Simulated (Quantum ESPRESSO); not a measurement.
# Nb4C3 (Pm-3m) in Quantum ESPRESSO: further runs

The runs below take Nb4C3 through band structure, single point, equation of state, with PBEsol, LDA.

Program: Quantum ESPRESSO 7.5. These are calculated values, not measurements. Logs are shortened: lines on timing, memory, paths and dates and some standing lists are left out, and cuts for length are marked.

### 1 The crystal as given

Symmetry: Pm-3m, No. 221, cubic system. Conventional cell: a = 4.471 Å, b = 4.471 Å, c = 4.471 Å, α = 90.00°, β = 90.00°, γ = 90.00°. Around Nb (site symmetry m-3m) lie 6 C at 2.24 Å. Nb (site symmetry 4/mmm) has 4 C at 2.24 Å as nearest neighbours. Around C (site symmetry 4/mmm) lie 6 Nb at 2.24 Å.

The cell comes from a database or a generator and needn't be the stable form of this composition.

### 2 Band structure, PBEsol

File pw.in:

```
&CONTROL
  calculation = 'scf'
  prefix = 'pwscf'
  outdir = './tmp'
  pseudo_dir = './pseudo'
  tprnfor = .true.
  tstress = .true.
  disk_io = 'low'
/
&SYSTEM
  ibrav = 0
  nat = 7
  ntyp = 2
  ecutwfc = 45
  ecutrho = 360
  nbnd = 43
  occupations = 'smearing'
  smearing = 'fd'
  degauss = 0.00367493
/
&ELECTRONS
  conv_thr = 1.4d-09
  electron_maxstep = 120
  mixing_beta = 0.5
/
ATOMIC_SPECIES
Nb    92.9064 nb_pbesol_v1.uspp.F.UPF
C     12.0110 c_pbesol_v1.2.uspp.F.UPF
CELL_PARAMETERS angstrom
   4.4707660000    0.0000000000    0.0000000000
   0.0000000000    4.4707660000    0.0000000000
   0.0000000000    0.0000000000    4.4707660000
ATOMIC_POSITIONS crystal
Nb     0.5000000000    0.5000000000    0.5000000000
Nb     0.5000000000    0.0000000000    0.0000000000
Nb     0.0000000000    0.0000000000    0.5000000000
Nb     0.0000000000    0.5000000000    0.0000000000
C      0.0000000000    0.5000000000    0.5000000000
C      0.5000000000    0.5000000000    0.0000000000
C      0.5000000000    0.0000000000    0.5000000000
K_POINTS automatic
6 6 6 0 0 0
```

File bands.in:

```
&CONTROL
  calculation = 'bands'
  prefix = 'pwscf'
  outdir = './tmp'
  pseudo_dir = './pseudo'
  disk_io = 'low'
  verbosity = 'high'
/
&SYSTEM
  ibrav = 0
  nat = 7
  ntyp = 2
  ecutwfc = 45
  ecutrho = 360
  nbnd = 43
  occupations = 'smearing'
  smearing = 'fd'
  degauss = 0.00367493
/
&ELECTRONS
  conv_thr = 1d-08
  electron_maxstep = 120
  mixing_beta = 0.5
  diago_full_acc = .true.
  startingwfc = 'random'
/
ATOMIC_SPECIES
Nb    92.9064 nb_pbesol_v1.uspp.F.UPF
C     12.0110 c_pbesol_v1.2.uspp.F.UPF
CELL_PARAMETERS angstrom
   4.4707660000    0.0000000000    0.0000000000
   0.0000000000    4.4707660000    0.0000000000
   0.0000000000    0.0000000000    4.4707660000
ATOMIC_POSITIONS crystal
Nb     0.5000000000    0.5000000000    0.5000000000
Nb     0.5000000000    0.0000000000    0.0000000000
Nb     0.0000000000    0.0000000000    0.5000000000
Nb     0.0000000000    0.5000000000    0.0000000000
C      0.0000000000    0.5000000000    0.5000000000
C      0.5000000000    0.5000000000    0.0000000000
C      0.5000000000    0.0000000000    0.5000000000
K_POINTS crystal
60
 0.0000000000  0.0000000000  0.0000000000 1
 0.0000000000  0.0714285714  0.0000000000 1
 0.0000000000  0.1428571429  0.0000000000 1
 0.0000000000  0.2142857143  0.0000000000 1
 0.0000000000  0.2857142857  0.0000000000 1
 0.0000000000  0.3571428571  0.0000000000 1
 0.0000000000  0.4285714286  0.0000000000 1
 0.0000000000  0.5000000000  0.0000000000 1
 0.0714285714  0.5000000000  0.0000000000 1
 0.1428571429  0.5000000000  0.0000000000 1
 0.2142857143  0.5000000000  0.0000000000 1
 0.2857142857  0.5000000000  0.0000000000 1
 0.3571428571  0.5000000000  0.0000000000 1
 0.4285714286  0.5000000000  0.0000000000 1
 0.5000000000  0.5000000000  0.0000000000 1
 0.4545454545  0.4545454545  0.0000000000 1
 0.4090909091  0.4090909091  0.0000000000 1
 0.3636363636  0.3636363636  0.0000000000 1
 0.3181818182  0.3181818182  0.0000000000 1
 0.2727272727  0.2727272727  0.0000000000 1
 0.2272727273  0.2272727273  0.0000000000 1
 0.1818181818  0.1818181818  0.0000000000 1
 0.1363636364  0.1363636364  0.0000000000 1
 0.0909090909  0.0909090909  0.0000000000 1
 0.0454545455  0.0454545455  0.0000000000 1
 0.0000000000  0.0000000000  0.0000000000 1
 0.0357142857  0.0357142857  0.0357142857 1
 0.0714285714  0.0714285714  0.0714285714 1
 0.1071428571  0.1071428571  0.1071428571 1
 0.1428571429  0.1428571429  0.1428571429 1
 0.1785714286  0.1785714286  0.1785714286 1
 0.2142857143  0.2142857143  0.2142857143 1
 0.2500000000  0.2500000000  0.2500000000 1
 0.2857142857  0.2857142857  0.2857142857 1
 0.3214285714  0.3214285714  0.3214285714 1
 0.3571428571  0.3571428571  0.3571428571 1
 0.3928571429  0.3928571429  0.3928571429 1
 0.4285714286  0.4285714286  0.4285714286 1
 0.4642857143  0.4642857143  0.4642857143 1
 0.5000000000  0.5000000000  0.5000000000 1
 0.4545454545  0.5000000000  0.4545454545 1
 0.4090909091  0.5000000000  0.4090909091 1
 0.3636363636  0.5000000000  0.3636363636 1
 0.3181818182  0.5000000000  0.3181818182 1
 0.2727272727  0.5000000000  0.2727272727 1
 0.2272727273  0.5000000000  0.2272727273 1
 0.1818181818  0.5000000000  0.1818181818 1
 0.1363636364  0.5000000000  0.1363636364 1
 0.0909090909  0.5000000000  0.0909090909 1
 0.0454545455  0.5000000000  0.0454545455 1
 0.0000000000  0.5000000000  0.0000000000 1
 0.5000000000  0.5000000000  0.0000000000 1
 0.5000000000  0.5000000000  0.0625000000 1
 0.5000000000  0.5000000000  0.1250000000 1
 0.5000000000  0.5000000000  0.1875000000 1
 0.5000000000  0.5000000000  0.2500000000 1
 0.5000000000  0.5000000000  0.3125000000 1
 0.5000000000  0.5000000000  0.3750000000 1
 0.5000000000  0.5000000000  0.4375000000 1
 0.5000000000  0.5000000000  0.5000000000 1
```

Potentials or basis: GBRV 1.5 PBEsol.

On the command line:

```sh
$ OMP_NUM_THREADS=1 mpirun -n 2 pw.x -nk 2 -in pw.in > pw.out
$ OMP_NUM_THREADS=1 mpirun -n 2 pw.x -nk 2 -in bands.in > bands.out
```

pw.out:

```text
This program is part of the open-source Quantum ESPRESSO suite
     for quantum simulation of materials; please cite
[... 13 lines left out ...]
     --------------------
     sticks:   dense  smooth     PW     G-vecs:    dense   smooth      PW
     Sum        2053    1033    301                69599    24573    3959

     Using Slab Decomposition

     bravais-lattice index     =            0
     lattice parameter (alat)  =       8.4485  a.u.
     unit-cell volume          =     603.0349 (a.u.)^3
     number of atoms/cell      =            7
     number of atomic types    =            2
     number of electrons       =        64.00
     number of Kohn-Sham states=           43
     kinetic-energy cutoff     =      45.0000  Ry
     charge density cutoff     =     360.0000  Ry
     scf convergence threshold =      1.4E-09
     mixing beta               =       0.5000
     number of iterations used =            8  plain     mixing
     Exchange-correlation= SLA  PW   PSX  PSC
                           (   1   4  10   8   0   0   0)

     celldm(1)=   8.448523  celldm(2)=   0.000000  celldm(3)=   0.000000
     celldm(4)=   0.000000  celldm(5)=   0.000000  celldm(6)=   0.000000

     crystal axes: (cart. coord. in units of alat)
               a(1) = (   1.000000   0.000000   0.000000 )
               a(2) = (   0.000000   1.000000   0.000000 )
               a(3) = (   0.000000   0.000000   1.000000 )

     reciprocal axes: (cart. coord. in units 2 pi/alat)
               b(1) = (  1.000000  0.000000  0.000000 )
               b(2) = (  0.000000  1.000000  0.000000 )
               b(3) = (  0.000000  0.000000  1.000000 )

     PseudoPot. # 1 for Nb read from file:
     nb_pbesol_v1.uspp.F.UPF
     Pseudo is Ultrasoft + core correction, Zval = 13.0
     Generated by new atomic code, or converted to UPF format
     Using radial grid of  887 points,  6 beta functions with:
                l(1) =   0
                l(2) =   0
                l(3) =   1
                l(4) =   1
                l(5) =   2
                l(6) =   2
     Q(r) pseudized with  6 coefficients,  rinner =    1.000   1.000   1.000
                                                       1.000   1.000

     PseudoPot. # 2 for C  read from file:
     c_pbesol_v1.2.uspp.F.UPF
     Pseudo is Ultrasoft + core correction, Zval =  4.0
     Generated by new atomic code, or converted to UPF format
     Using radial grid of  721 points,  4 beta functions with:
                l(1) =   0
                l(2) =   0
                l(3) =   1
                l(4) =   1
     Q(r) pseudized with  8 coefficients,  rinner =    1.100   1.100   1.100

     atomic species   valence    mass     pseudopotential
     Nb               13.00    92.90640     Nb( 1.00)
     C                 4.00    12.01100     C ( 1.00)

     48 Sym. Ops., with inversion, found

   Cartesian axes

     site n.     atom                  positions (alat units)
         1        Nb     tau(   1) = (   0.5000000   0.5000000   0.5000000  )
         2        Nb     tau(   2) = (   0.5000000   0.0000000   0.0000000  )
         3        Nb     tau(   3) = (   0.0000000   0.0000000   0.5000000  )
         4        Nb     tau(   4) = (   0.0000000   0.5000000   0.0000000  )
         5        C      tau(   5) = (   0.0000000   0.5000000   0.5000000  )
         6        C      tau(   6) = (   0.5000000   0.5000000   0.0000000  )
         7        C      tau(   7) = (   0.5000000   0.0000000   0.5000000  )

     number of k points=    20  Fermi-Dirac smearing, width (Ry)=  0.0037
                       cart. coord. in units 2pi/alat
        k(    1) = (   0.0000000   0.0000000   0.0000000), wk =   0.0092593
        k(    2) = (   0.0000000   0.0000000   0.1666667), wk =   0.0555556
        k(    3) = (   0.0000000   0.0000000   0.3333333), wk =   0.0555556
        k(    4) = (   0.0000000   0.0000000  -0.5000000), wk =   0.0277778
        k(    5) = (   0.0000000   0.1666667   0.1666667), wk =   0.1111111
        k(    6) = (   0.0000000   0.1666667   0.3333333), wk =   0.2222222
[... 12 lines left out ...]
        k(   19) = (   0.3333333  -0.5000000  -0.5000000), wk =   0.0555556
        k(   20) = (  -0.5000000  -0.5000000  -0.5000000), wk =   0.0092593

     Dense  grid:    69599 G-vectors     FFT dimensions: (  54,  54,  54)

     Smooth grid:    24573 G-vectors     FFT dimensions: (  40,  40,  40)

     Initial potential from superposition of free atoms

     starting charge      63.9899, renormalised to      64.0000
     Starting wfcs are   64 randomized atomic wfcs

     Self-consistent Calculation

     iteration #  1     ecut=    45.00 Ry     beta= 0.50
     Davidson diagonalization with overlap
     ethr =  1.00E-02,  avg # of iterations =  2.0

     total energy              =    -505.03900827 Ry
     estimated scf accuracy    <       3.42404647 Ry

     iteration #  2     ecut=    45.00 Ry     beta= 0.50
     Davidson diagonalization with overlap
     ethr =  5.35E-03,  avg # of iterations =  3.0
[... 57 lines left out ...]
     total energy              =    -506.38070661 Ry
     estimated scf accuracy    <          7.0E-09 Ry

     iteration # 11     ecut=    45.00 Ry     beta= 0.50
     Davidson diagonalization with overlap
     ethr =  1.09E-11,  avg # of iterations =  4.1

     End of self-consistent calculation

          k = 0.0000 0.0000 0.0000 (  3071 PWs)   bands (ev):

   -38.2078 -37.5981 -37.5037 -37.5037 -14.4879 -14.4879 -14.4879 -13.8373
   -13.8373 -13.8373 -13.7549 -13.7549 -13.7549 -13.3346 -13.3346 -13.3346
     4.5625   5.6282   5.6282  13.5084  13.7739  13.7739  13.7739  14.2759
    14.2759  14.2759  16.4133  16.4133  16.4133  16.7170  16.7170  16.7170
    17.0256  17.0256  17.0256  18.2857  18.2857  19.8595  20.2494  20.2494
    20.9026  20.9026  20.9026

          k = 0.0000 0.0000 0.1667 (  3042 PWs)   bands (ev):
[... 154 lines left out ...]
   -38.2013 -37.5371 -37.5371 -37.5371 -14.5762 -14.5762 -14.5619 -13.8661
   -13.8351 -13.8184 -13.8184 -13.5823 -13.5823 -13.5496 -13.3037 -13.2681
     7.6124   7.6366   7.6366  10.4789  10.8060  11.1082  11.1082  12.5246
    12.7090  12.7861  12.9178  12.9178  16.1819  16.4824  16.4824  17.4078
    19.5728  19.5728  19.6077  19.7482  19.9054  20.0545  20.0545  20.0779
    21.0113  22.4111  22.4111

          k =-0.5000-0.5000-0.5000 (  3112 PWs)   bands (ev):

   -38.2012 -37.5371 -37.5371 -37.5371 -14.6053 -14.6053 -14.6053 -13.8696
   -13.8205 -13.8205 -13.8205 -13.5493 -13.5493 -13.5493 -13.2678 -13.2678
     7.9700   7.9700   7.9700  10.0989  10.6855  10.6855  10.6855  12.4314
    12.4314  12.6935  12.6935  12.6935  16.3386  16.3386  16.3386  17.9443
    19.9399  19.9399  19.9399  19.9616  19.9616  20.2557  20.2557  20.2557
    21.3783  22.7949  22.7950

     the Fermi energy is    17.3282 ev

!    total energy              =    -506.38070661 Ry
     estimated scf accuracy    <          7.6E-10 Ry
     smearing contrib. (-TS)   =      -0.00287927 Ry
     internal energy E=F+TS    =    -506.37782734 Ry

     The total energy is F=E-TS. E is the sum of the following terms:
     one-electron contribution =     -56.70390865 Ry
     hartree contribution      =      64.04875788 Ry
     xc contribution           =     -83.88711405 Ry
     ewald contribution        =    -429.83556252 Ry

     convergence has been achieved in  11 iterations

     Forces acting on atoms (cartesian axes, Ry/au):

     atom    1 type  1   force =     0.00000000    0.00000000    0.00000000
     atom    2 type  1   force =     0.00000000    0.00000000    0.00000000
     atom    3 type  1   force =     0.00000000    0.00000000    0.00000000
     atom    4 type  1   force =     0.00000000    0.00000000    0.00000000
     atom    5 type  2   force =     0.00000000    0.00000000    0.00000000
     atom    6 type  2   force =     0.00000000    0.00000000    0.00000000
     atom    7 type  2   force =     0.00000000    0.00000000    0.00000000

     Total force =     0.000000     Total SCF correction =     0.000000

     Computing stress (Cartesian axis) and pressure

          total   stress  (Ry/bohr**3)                   (kbar)     P=     -105.48
  -0.00071703   0.00000000   0.00000000         -105.48        0.00        0.00
   0.00000000  -0.00071703   0.00000000            0.00     -105.48        0.00
   0.00000000   0.00000000  -0.00071703            0.00        0.00     -105.48

=------------------------------------------------------------------------------=
   JOB DONE.
=------------------------------------------------------------------------------=
```

Wall time 1.8 min (2 MPI ranks of Arm Neoverse V2, shared host); peak memory 0.38 GiB.

What came out:

| Quantity | Value |
| --- | --- |
| Free energy | -6889.6605 eV |
| Pressure | -10.5 GPa |
| Band gap on the k mesh | none (metal or under the smearing width) |

Levels at the corners of the path, in eV from the Fermi level:
| point | band 30 | band 31 | band 32 | band 33 | band 34 | band 35 |
| --- | --- | --- | --- | --- | --- | --- |
| Γ | -0.61 | -0.61 | -0.61 | -0.30 | -0.30 | -0.30 |
| X | -1.64 | -1.64 | 0.23 | 0.23 | 0.97 | 1.41 |
| M | -1.29 | -0.30 | -0.30 | 1.30 | 1.32 | 1.32 |
| Γ | -0.61 | -0.61 | -0.61 | -0.30 | -0.30 | -0.30 |
| R | -0.99 | -0.99 | 0.62 | 2.61 | 2.61 | 2.61 |
| X | -1.64 | -1.64 | 0.23 | 0.23 | 0.97 | 1.41 |
| M | -1.29 | -0.30 | -0.30 | 1.30 | 1.32 | 1.32 |
| R | -0.99 | -0.99 | 0.62 | 2.61 | 2.61 | 2.61 |

### 3 Single point, LDA, 12.00 Å³/atom

Edit pw.in of step 2 so:

```diff
@@ -5,5 +5,4 @@
   pseudo_dir = './pseudo'
-  tprnfor = .true.
   tstress = .true.
-  disk_io = 'low'
+  disk_io = 'nowf'
 /
@@ -26,8 +25,8 @@
 ATOMIC_SPECIES
-Nb    92.9064 nb_pbesol_v1.uspp.F.UPF
-C     12.0110 c_pbesol_v1.2.uspp.F.UPF
+Nb    92.9064 nb_lda_v1.uspp.F.UPF
+C     12.0110 c_lda_v1.2.uspp.F.UPF
 CELL_PARAMETERS angstrom
-   4.4707660000    0.0000000000    0.0000000000
-   0.0000000000    4.4707660000    0.0000000000
-   0.0000000000    0.0000000000    4.4707660000
+   4.3795002689    0.0000000000    0.0000000000
+   0.0000000000    4.3795002689    0.0000000000
+   0.0000000000    0.0000000000    4.3795002689
 ATOMIC_POSITIONS crystal
```

Potentials or basis: GBRV 1.5 LDA.

On the command line:

```sh
$ OMP_NUM_THREADS=1 mpirun -n 2 pw.x -nk 2 -in pw.in > pw.out
```

Run time: 24 s. Hardware: 2 MPI ranks of Arm Neoverse V2, shared host; peak memory 0.38 GiB.

Results (log left out):

* Free energy: -6900.9531 eV
* Pressure: 2.0 GPa
* Band gap on the k mesh: none (metal or under the smearing width)

[end of part 1 of 2]
